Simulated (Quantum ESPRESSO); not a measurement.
## Hf: phonons with LDA

Hf:

```
Hf
1.0
    -1.80500    1.80500    1.80500
     1.80500   -1.80500    1.80500
     1.80500    1.80500   -1.80500
Hf
1
Direct
  0.00000 0.00000 0.00000
```

This isn't the form of Hf at room conditions, which is hcp.

```json
{
 "Program": "Quantum ESPRESSO 7.5",
 "Task": "phonons",
 "Functional": "LDA",
 "Potentials or basis": "GBRV 1.5 LDA",
 "Cutoff": "612 eV",
 "Density cutoff": "4898 eV",
 "k mesh": "10 × 10 × 10",
 "Occupations": "cold, width 0.2 eV",
 "Spin": "no spin polarisation",
 "Target pressure": "-3 GPa",
 "Form of the LDA correlation": "PZ81",
 "Mixing beta": "0.5",
 "Most SCF iterations": "120",
 "SCF threshold": "2e-10 Ry"
}
```

```json
{
  "Relaxed volume": "21.04 Å³/atom",
  "Relaxed cell": "a = 3.012 Å, b = 3.012 Å, c = 3.012 Å, α = 109.47°, β = 109.47°, γ = 109.47°",
  "Space group after relaxing (to 0.05 Å)": "Im-3m (No. 229)",
  "Pressure after relaxing": "-3.2 GPa",
  "Band gap on the k mesh": "none (metal or under the smearing width)",
  "Highest phonon frequency at the q point run": "101 cm⁻¹",
  "Most unstable mode": "79i cm⁻¹"
}
```

The path:
| step | energy change (eV) | largest force (eV/Å) | pressure (GPa) | volume (Å³) |
| --- | --- | --- | --- | --- |
| 1 | 0.0000 | 0.0000 | -12.69 | 23.52 |
| 2 | -0.0773 | 0.0000 | -8.86 | 22.38 |
| 3 | -0.1312 | 0.0000 | -1.93 | 20.83 |
| 4 | -0.1276 | 0.0000 | -3.09 | 21.06 |
| 5 | -0.1280 | 0.0000 | -3.00 | 21.04 |

Final structure:
```yaml
crystal:
  lattice:
    - [-1.73908, 1.73908, 1.73908]
    - [1.73908, -1.73908, 1.73908]
    - [1.73908, 1.73908, -1.73908]
  atoms:
    - { symbol: Hf, position: [0.00000, 0.00000, 0.00000] }
```

Levels at points of the mesh, in eV from the Fermi level:
```
              k point  band 2  band 3  band 4  band 5  band 6  band 7  band 8  band 9  band 10  band 11
   (0.00, 0.00, 0.00)  -29.52  -29.52  -29.52   -7.22    1.49    1.49    1.49    4.47     4.47    13.52
  (0.00, 0.00, -0.50)  -30.54  -29.85  -29.53   -3.59   -0.66    1.40    4.32    5.39     8.12    10.78
(-0.50, -0.50, -0.50)  -30.23  -30.23  -30.23   -2.85   -2.85    7.20    7.20    7.20     7.73     7.73
```

Phonon frequencies in cm⁻¹ (negative: imaginary):
| q point | frequencies |
| --- | --- |
| (0.000, 0.000, 0.500) | -79 86 101 |

Phonon modes at q = (0.000, 0.000, 0.500) in reciprocal lattice units:
| mode | symmetry | cm⁻¹ |
| --- | --- | --- |
| 1 | B_2u | -79 |
| 2 | B_1u | 86 |
| 3 | B_3u | 101 |

Run time: 3.6 min on 1 thread of AMD EPYC 7R43 64-Core Processor (Zen 3), with other jobs on the host, peak memory 0.17 GiB.

Caveat: some modes are imaginary; the cell is more than 3 GPa from zero pressure, which shifts response properties. Spin-orbit coupling is left out, which matters for the levels of Hf.
